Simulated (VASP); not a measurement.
# CaH (Fm-3m) in VASP: reference runs

Aim: a first look at CaH with PBE, on the cell as given.

Program: VASP 6.6.1. These are calculated values, not measurements. Logs are shortened: lines on timing, memory, paths and dates and some standing lists are left out, and cuts for length are marked.

### 1 Starting point

The structure is cubic, space group Fm-3m (No. 225). The conventional cell has a = 5.146 Å, b = 5.146 Å, c = 5.146 Å, α = 90.00°, β = 90.00°, γ = 90.00°. Ca (site symmetry m-3m) has 6 H at 2.57 Å as nearest neighbours. H (site symmetry m-3m) has 6 Ca at 2.57 Å as nearest neighbours.

The cell was built by a generator and needn't be a form met in nature.

### 2 Single point, PBE

Contents of INCAR:

```
PREC = Accurate
ENCUT = 520
EDIFF = 1E-7
ISMEAR = -1
SIGMA = 0.05
LREAL = F
LASPH = T
NELM = 100
ALGO = Normal
ISIF = 2
LWAVE = F
LCHARG = T
GGA = PE
LELF = T
LVHAR = T
NBANDS = 12
```

Contents of KPOINTS:

```
regular mesh
0
Gamma
  9 9 9
```

Contents of POSCAR:

```
CaH
1.0
    0.0000000000      2.5728200000      2.5728200000
    2.5728200000      0.0000000000      2.5728200000
    2.5728200000      2.5728200000      0.0000000000
Ca H
1 1
Direct
    0.5000000000      0.5000000000      0.5000000000
    0.0000000000      0.0000000000      0.0000000000
```

Potentials or basis: VASP PAW PBE potentials, release 64 (Ca_sv, H).

Launch:

```bash
cat potpaw_PBE.64/Ca_sv/POTCAR potpaw_PBE.64/H/POTCAR > POTCAR
mpirun -np 1 vasp_std > vasp.out
```

OUTCAR:

```text
PREC = Accurate
   ENCUT = 520
   EDIFF = 1E-7
   ISMEAR = -1
   LREAL = F
   LASPH = T
   NELM = 100
   ISIF = 2
   GGA = PE

 ion  position               nearest neighbor table
   1  0.500  0.500  0.500-
   2  0.000  0.000  0.000-

  LATTYP: Found a face centered cubic cell.
 ALAT       =     5.1456400000

  Lattice vectors:

 A1 = (   0.0000000000,   2.5728200000,   2.5728200000)
 A2 = (   2.5728200000,   0.0000000000,   2.5728200000)
 A3 = (   2.5728200000,   2.5728200000,   0.0000000000)

Analysis of symmetry for initial positions (statically):
=====================================================================
 Subroutine PRICEL returns:
 Original cell was already a primitive cell.

 Routine SETGRP: Setting up the symmetry group for a
 face centered cubic supercell.

 Subroutine GETGRP returns: Found 48 space group operations
 (whereof 48 operations were pure point group operations)
 out of a pool of 48 trial point group operations.

The static configuration has the point symmetry O_h .

Analysis of symmetry for dynamics (positions and initial velocities):
=====================================================================
 Subroutine PRICEL returns:
 Original cell was already a primitive cell.

 Routine SETGRP: Setting up the symmetry group for a
 face centered cubic supercell.

 Subroutine GETGRP returns: Found 48 space group operations
 (whereof 48 operations were pure point group operations)
 out of a pool of 48 trial point group operations.

The dynamic configuration has the point symmetry O_h .

 Subroutine INISYM returns: Found 48 space group operations
 (whereof 48 operations are pure point group operations),
 and found     1 'primitive' translations

----------------------------------------------------------------------------------------

                                     Primitive cell

  volume of cell :      34.0611

  direct lattice vectors                    reciprocal lattice vectors
     0.000000000  2.572820000  2.572820000    -0.194339285  0.194339285  0.194339285
     2.572820000  0.000000000  2.572820000     0.194339285 -0.194339285  0.194339285
     2.572820000  2.572820000  0.000000000     0.194339285  0.194339285 -0.194339285

  length of vectors
     3.638516938  3.638516938  3.638516938     0.336605516  0.336605516  0.336605516

  position of ions in fractional coordinates (direct lattice)
     0.500000000  0.500000000  0.500000000
     0.000000000  0.000000000  0.000000000

  ion indices of the primitive-cell ions
   primitive index   ion index
                 1           1
                 2           2

----------------------------------------------------------------------------------------

 KPOINTS: regular mesh

Automatic generation of k-mesh.
 Grid dimensions read from file:
 generate k-points for:    9    9    9

 Generating k-lattice:

  Cartesian coordinates                     Fractional coordinates (reciprocal lattice)
    -0.021593254  0.021593254  0.021593254     0.111111111  0.000000000  0.000000000
     0.021593254 -0.021593254  0.021593254     0.000000000  0.111111111  0.000000000
     0.021593254  0.021593254 -0.021593254     0.000000000  0.000000000  0.111111111

  Length of vectors
     0.037400613  0.037400613  0.037400613

  Shift w.r.t. Gamma in fractional coordinates (k-lattice)
     0.000000000  0.000000000  0.000000000

 Subroutine IBZKPT returns following result:
 ===========================================

 Found     35 irreducible k-points:

 Following reciprocal coordinates:
            Coordinates               Weight
  0.000000  0.000000  0.000000      1.000000
  0.111111  0.000000  0.000000      8.000000
  0.222222  0.000000  0.000000      8.000000
  0.333333  0.000000  0.000000      8.000000
  0.444444  0.000000  0.000000      8.000000
  0.111111  0.111111  0.000000      6.000000
[... 16 lines left out ...]
 -0.333333  0.333333  0.000000     12.000000
  0.444444  0.444444  0.000000      6.000000
 [... further k-points ...]
   k-points           NKPTS =     35   k-points in BZ     NKDIM =     35   number of bands    NBANDS=     12
   number of dos      NEDOS =    301   number of ions     NIONS =      2
   total plane-waves  NPLWV =  21952
   dimension x,y,z NGX =    28 NGY =   28 NGZ =   28
   dimension x,y,z NGXF=    56 NGYF=   56 NGZF=   56
   ions per type =               1   1
   NGX,Y,Z   is equivalent  to a cutoff of  12.79, 12.79, 12.79 a.u.
   NGXF,Y,Z  is equivalent  to a cutoff of  25.59, 25.59, 25.59 a.u.
 SYSTEM =  unknown system
   PREC   = accura    normal or accurate (medium, high low for compatibility)
   ISTART =      0    job   : 0-new  1-cont  2-samecut
   ICHARG =      2    charge: 1-file 2-atom 10-const
   ISPIN  =      1    spin polarized calculation?
   LNONCOLLINEAR =      F non collinear calculations
   LSORBIT =      F    spin-orbit coupling
   LASPH  =      T    aspherical Exc in radial PAW
   ENCUT  =  520.0 eV  38.22 Ry    6.18 a.u.   6.77  6.77  6.77*2*pi/ulx,y,z
   NELM   =    100;   NELMIN=  2; NELMDL= -5     # of ELM steps
   EDIFF  = 0.1E-06   stopping-criterion for ELM
   LREAL  =      F    real-space projection
   EDIFFG = 0.1E-05   stopping-criterion for IOM
   NSW    =      0    number of steps for IOM
   IBRION =     -1    ionic relax: 0-MD 1-quasi-New 2-CG
   NFREE  =      0    steps in history (QN), initial steepest desc. (CG)
   ISIF   =      2    stress and relaxation
   ISYM   =      2    0-nonsym 1-usesym 2-fastsym
   POTIM  = 0.5000    time-step for ionic-motion
   TEBEG  =    0.0;   TEEND  =   0.0 temperature during run
   PSTRESS=    0.0 pullay stress
   NELECT =      11.0000    total number of electrons
   NUPDOWN=      -1.0000    fix difference up-down
   EMIN   =  10.00;   EMAX   =-10.00  energy-range for DOS
   EFERMI =   0.00;   METHOD = LEGACY
   ISMEAR =    -1;   SIGMA  =   0.05  broadening in eV -4-tet -1-fermi 0-gaus
   EFERMI_NEDOS =   21; number of points for ismear=-14 and -15
   IALGO  =     38    algorithm
   IMIX   =      4    mixing-type and parameters
     AMIX     =   0.40;   BMIX     =  1.00
     AMIX_MAG =   1.60;   BMIX_MAG =  1.00
  volume/ion in A,a.u.               =      17.03       114.93
  Fermi-wavevector in a.u.,A,eV,Ry     =   1.123189  2.122520 17.164490  1.261554
  Thomas-Fermi vector in A             =   2.259854
   LORBIT       =      0    0 simple, 1 ext, 2 COOP (PROOUT), +10 PAW based schemes
   GGA     = PE    functional components
   LHFCALC =     F    Hartree Fock is set to
   AEXX    =    0.0000 exact exchange contribution
   IVDW    =     0    specifies the selected vdW correction
   LEPSILON=     F    determine dielectric tensor
   LRPA    =     F    only Hartree local field effects (RPA)
 non-spin polarized calculation
  energy-cutoff  :      520.00
  volume of cell :       34.06
 maximum number of plane-waves:       941
   NGX = 13   NGY = 13   NGZ = 13

 number of electron      11.0000001 magnetization

 Free energy of the ion-electron system (eV)
  ---------------------------------------------------
  ext. energy  EPLUGINS =         0.00000000
  ---------------------------------------------------
  free energy    TOTEN  =        -5.67608602 eV

  energy without entropy =       -5.66234177  energy(sigma->0) =       -5.66921389

 E-fermi :   3.5730     XC(G=0):  -8.8858

 val. band max:        3.5664743201   @ k =   0.4444   0.2222   0.1111
 cond. band min:       3.7451121574   @ k =  -0.3333   0.4444   0.1111
 fundamental gap:      0.1786378372
 Fermi energy:         3.5730067999

 k-point     1 :       0.0000    0.0000    0.0000
  band No.  band energies     occupation
      1     -38.0169      2.00000
      2     -18.9027      2.00000
      3     -18.9027      2.00000
      4     -18.9027      2.00000
      5      -3.4730      2.00000
      6       5.9799      0.00000
      7       5.9799      0.00000
      8       5.9799      0.00000
      9       7.3590      0.00000
     10       7.3590      0.00000
     11       8.7918      0.00000
     12      13.3931      0.00000

 k-point     2 :       0.1111    0.0000    0.0000
  band No.  band energies     occupation
      1     -38.0124      2.00000
      2     -18.9416      2.00000
      3     -18.9073      2.00000
      4     -18.9073      2.00000
      5      -3.2565      2.00000
      6       5.6394      0.00000
      7       6.0689      0.00000
      8       6.0689      0.00000
      9       7.2355      0.00000
     10       7.2355      0.00000
     11       8.3201      0.00000
     12      13.7690      0.00000

 k-point     3 :       0.2222    0.0000    0.0000
  band No.  band energies     occupation
      1     -38.0011      2.00000
      2     -19.0387      2.00000
      3     -18.9189      2.00000
      4     -18.9189      2.00000
      5      -2.6491      2.00000
      6       4.6218      0.00000
      7       6.0944      0.00000
      8       6.0944      0.00000
      9       7.2353      0.00000
     10       7.2353      0.00000
     11       7.8234      0.00000
     12      13.6112      0.00000
[... 286 lines left out ...]
 k-point    23 :      -0.3333    0.3333    0.0000
  band No.  band energies     occupation
      1     -37.9694      2.00000
      2     -19.1158      2.00000
      3     -19.1067      2.00000
      4     -18.9733      2.00000
      5      -0.9206      2.00000
      6       3.3697      1.96628
      7       4.1210      0.00003
      8       6.5538      0.00000
      9       7.9216      0.00000
     10       8.2191      0.00000
     11       9.5145      0.00000
     12      10.1840      0.00000

 k-point    24 :       0.4444    0.4444    0.0000
  band No.  band energies     occupation
      1     -37.9679      2.00000
      2     -19.1836      2.00000
      3     -19.0089      2.00000
      4     -19.0089      2.00000
      5      -1.3896      2.00000
      6       3.7908      0.02534
      7       4.3604      0.00000
      8       8.2409      0.00000
      9       8.2673      0.00000
     10       8.2673      0.00000
     11       9.5869      0.00000
     12      10.2470      0.00000

 [... further k-points ...]

------------------------ aborting loop because EDIFF is reached ----------------------------------------

  FORCE on cell =-STRESS in cart. coord.  units (eV):
  Direction    XX          YY          ZZ          XY          YZ          ZX
  --------------------------------------------------------------------------------------
  -------------------------------------------------------------------------------------
  Total        0.0123992      0.0123992      0.0123992      0.0000000      0.0000000      0.0000000
  in kB        0.5832368      0.5832368      0.5832368      0.0000000      0.0000000      0.0000000
  external PRESSURE =       0.5832368 kB  Pullay stress =       0.0000000 kB

 VOLUME and BASIS-vectors are now :
 -----------------------------------------------------------------------------
  energy-cutoff  :      520.00
  volume of cell :       34.06
      direct lattice vectors                 reciprocal lattice vectors
     0.000000000  2.572820000  2.572820000    -0.194339285  0.194339285  0.194339285
     2.572820000  0.000000000  2.572820000     0.194339285 -0.194339285  0.194339285
     2.572820000  2.572820000  0.000000000     0.194339285  0.194339285 -0.194339285

 POSITION                                       TOTAL-FORCE (eV/Angst)
 -----------------------------------------------------------------------------------
      2.57282      2.57282      2.57282         0.000000      0.000000      0.000000
      0.00000      0.00000      0.00000        -0.000000     -0.000000     -0.000000
 -----------------------------------------------------------------------------------
    total drift:                                0.000000      0.000000      0.000000

  FREE ENERGIE OF THE ION-ELECTRON SYSTEM (eV)
  ---------------------------------------------------
  free  energy   TOTEN  =        -5.6760860160 eV

  energy  without entropy=       -5.6623417718  energy(sigma->0) =       -5.66921389
```

Run time: 22 s. Hardware: 1 thread of Intel Xeon Platinum 8259CL at 2.50GHz (Skylake/Cascade Lake), shared host; peak memory 0.16 GiB.

Results:

```
Free energy            : -5.6761 eV
Pressure               : 0.1 GPa
Band gap on the k mesh : none (metal or under the smearing width)
```

Levels at points of the mesh, in eV from the Fermi level:
```tsv
k point	band 1	band 2	band 3	band 4	band 5	band 6	band 7	band 8	band 9	band 10
(0.00, 0.00, 0.00)	-41.59	-22.48	-22.48	-22.48	-7.05	2.41	2.41	2.41	3.79	3.79
```
